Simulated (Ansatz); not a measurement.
Input and command of a calculation in Ansatz (plane waves; scalar-relativistic PAW potentials unless the input names others):

```yaml
crystal:
  lattice:
    - [3.2567921148, 0.0, 0.0]
    - [0.0, 3.2567921148, 0.0]
    - [0.0, 0.0, 3.2567921148]
  atoms:
    - { symbol: Ti, position: [0.0, 0.0, 0.0] }
    - { symbol: Al, position: [0.5, 0.5, 0.5] }
basis:
  ecutwfc: 420
kpoints:
  mp_grid: { grid: [14, 14, 14] }
hamiltonian:
  xc: pbe
  hubbard: { sites: [{ species: Ti, l: d, u_eff: 20.0 }] }
scf:
  occupations: { method: gaussian, width: 0.1 }
  max_iter: 50
output:
  forces: true
  eigenvalues: true
  stress: true
```

```bash
ansatz run input.yaml --threads 1 --pin off --max-ram 1331MiB --backend cpu --events-out ev --progress --plain --runs-dir out
```

Abridged log:
```
Basis set: ecut = 420 eV, 691 PW (Γ), exchange–correlation on 48×48×48 points (8 copies of the dense FFT grid, shifted against one another)
Bands: 12, of which v1, the nominal top of the filled ones, is band 8 counted from 1 (7 counted from 0)
Symmetry: 48 space group operations
k-points: 120 of 2744
SCF iter   1: F=—  HF=-3023.538445 eV  |F-HF|=—  |Δ(HF+E_count)|=         —  Δρ=1.54e-1  dr2=1.34e1  ethr=3.10e-3  ⟨swp⟩=5.0  Hψ=7336  notcnv=0
SCF iter   2: F=—  HF=-3020.161489 eV  |F-HF|=—  |Δ(HF+E_count)|=    3.38e0  Δρ=8.81e-2  dr2=4.80e0  ethr=3.10e-3  ⟨swp⟩=3.8  Hψ=4416  notcnv=0  defer=48
SCF iter   3: F=—  HF=-3019.903111 eV  |F-HF|=—  |Δ(HF+E_count)|=   2.58e-1  Δρ=1.48e-1  dr2=9.88e0  ethr=3.10e-3  ⟨swp⟩=4.8  Hψ=6556  notcnv=0  defer=43  recentre
SCF iter   4: F=—  HF=-3019.545583 eV  |F-HF|=—  |Δ(HF+E_count)|=   3.58e-1  Δρ=3.43e-2  dr2=5.24e-1  ethr=3.10e-3  ⟨swp⟩=4.3  Hψ=5397  notcnv=0  defer=6
SCF iter   5: F=—  HF=-3020.792443 eV  |F-HF|=—  |Δ(HF+E_count)|=    1.25e0  Δρ=1.24e-1  dr2=6.84e0  ethr=3.10e-3  ⟨swp⟩=3.3  Hψ=3986  notcnv=0  defer=2  recentre
SCF iter   6: F=—  HF=-3020.328694 eV  |F-HF|=—  |Δ(HF+E_count)|=   4.64e-1  Δρ=5.89e-2  dr2=1.63e0  ethr=3.10e-3  ⟨swp⟩=3.0  Hψ=3882  notcnv=0  defer=6
SCF iter   7: F=—  HF=-3020.146500 eV  |F-HF|=—  |Δ(HF+E_count)|=   1.82e-1  Δρ=1.95e-3  dr2=1.91e-3  ethr=3.10e-3  ⟨swp⟩=3.2  Hψ=4162  notcnv=0  defer=11
SCF iter   8: F=—  HF=-3020.150841 eV  |F-HF|=—  |Δ(HF+E_count)|=   4.34e-3  Δρ=4.47e-3  dr2=8.62e-3  ethr=1.27e-5  ⟨swp⟩=2.8  Hψ=3042  notcnv=0  defer=11
SCF iter   9: F=—  HF=-3020.149691 eV  |F-HF|=—  |Δ(HF+E_count)|=   1.15e-3  Δρ=1.79e-3  dr2=1.34e-3  ethr=1.27e-5  ⟨swp⟩=2.9  Hψ=2528  notcnv=0  defer=11
SCF iter  10: F=—  HF=-3020.149452 eV  |F-HF|=—  |Δ(HF+E_count)|=   2.38e-4  Δρ=4.70e-4  dr2=8.89e-5  ethr=8.96e-6  ⟨swp⟩=1.5  Hψ=1571  notcnv=0  defer=11
SCF iter  11: F=—  HF=-3020.149439 eV  |F-HF|=—  |Δ(HF+E_count)|=   1.38e-5  Δρ=5.07e-5  dr2=9.69e-7  ethr=5.93e-7  ⟨swp⟩=2.8  Hψ=2319  notcnv=0  defer=11
SCF iter  12: F=—  HF=-3020.149438 eV  |F-HF|=—  |Δ(HF+E_count)|=   2.40e-7  Δρ=1.84e-5  dr2=1.60e-7  ethr=6.46e-9  ⟨swp⟩=2.9  Hψ=2395  notcnv=0  defer=11
SCF iter  13: F=-3020.149438 eV  HF=-3020.149438 eV  |F-HF|=1.37e-10  |Δ(HF+E_count)|=   2.86e-8  Δρ=6.07e-7  dr2=1.95e-10  ethr=6.67e-10  ⟨swp⟩=5.8  Hψ=6325  notcnv=0
SCF 1 converged in 13 iterations: F = -3020.149438 eV  dr2 = 1.95e-10
SCF converged after 13 iterations
Free energy (F): -3020.149438 eV
Harris-Foulkes:  -3020.149438 eV  (|F-HF|=1.37e-10)
Internal energy: -3020.131979 eV  (E = F + TS)
E sigma→0 (E₀):  -3020.140709 eV
Entropy (-TS):   -0.017459 eV (-8.730 meV/atom)
Fermi energy:    11.994224 eV
--- Forces (eV/Å), atoms counted from 1 ---
  atom   1  Ti     0.00000000     0.00000000     0.00000000
  atom   2  Al     0.00000000     0.00000000     0.00000000
--- Stress (GPa, compression-positive) ---
       18.934674       0.000000       0.000000
        0.000000      18.934674       0.000000
        0.000000       0.000000      18.934674
  P = ⅓ Tr σ = 18.9347 GPa (189.347 kbar)
Occupation matrices written to <dir>
```

Q: Find the fault.

A: The fault is an enormous or negative U (hamiltonian.hubbard: not typed → {"sites": [{"species": "Ti", "l": "d", "u_eff": 20.0}]}, the first being the value of the sound run). Setting it back cures it. The run converged all the same, with an energy at zero smearing 8.8 eV/atom above the reference's (the Hamiltonian itself differs), pressure 18.93 GPa, largest force 0.000 eV/Å, no gap on the mesh, so convergence alone doesn't show that an input is right. A reference run from the same start on usual settings converged with pressure -6.41 GPa, largest force 0.000 eV/Å, no gap on the mesh.